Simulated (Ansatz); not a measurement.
**HfC: changing the Hubbard U on Hf d**

The structure is hexagonal, space group P6_3/mmc (No. 194). Conventional cell: a = 3.343 Å, b = 3.343 Å, c = 5.203 Å, α = 90.00°, β = 90.00°, γ = 120.00°. Hf (site symmetry -6m2) has 6 C at 2.33 Å as nearest neighbours. Around C (site symmetry -3m) lie 6 Hf at 2.33 Å and 2 C at 2.60 Å.

The cell comes from a database or a generator and needn't be the stable form of this composition.

Kept alike: task projected density of states; functional PBEsol; k mesh 9 × 9 × 5; occupations fermi-dirac, width 0.05 eV; no spin polarisation. Program: Ansatz, Ansatz PAW, cutoff 420 eV. The mesh is that of the run's cell of 4 atoms. No spin-orbit coupling.

| Hubbard U on Hf d, U (eV) | pressure (GPa) |
| --- | --- |
| 0 | -7.37 |
| 1 | -6.03 |
| 2 | -4.62 |
| 3 | -3.13 |
| 4 | -1.55 |
| 5 | ? |
| 6 | 1.92 |
| 8 | 5.90 |

Pressure is positive in compression, with a Pulay correction for the finite cutoff. U acts here on a shell without spin polarisation. For a metal such a mesh leaves the last digits unconverged. How U acts hangs on the program's projectors. All rows use potentials made for PBE. U is the effective U - J on orthogonalised atomic projectors. Double counting: fully localised limit (the default).

Question: Fit the rows shown and predict the run at 5 eV.

Answer: A least-squares parabola through the rows shown is pressure = 0.05066 U² + 1.2472 U - 7.343 (largest miss 0.044); at U = 5 it gives 0.16 GPa. The run gave: pressure 0.13 GPa.
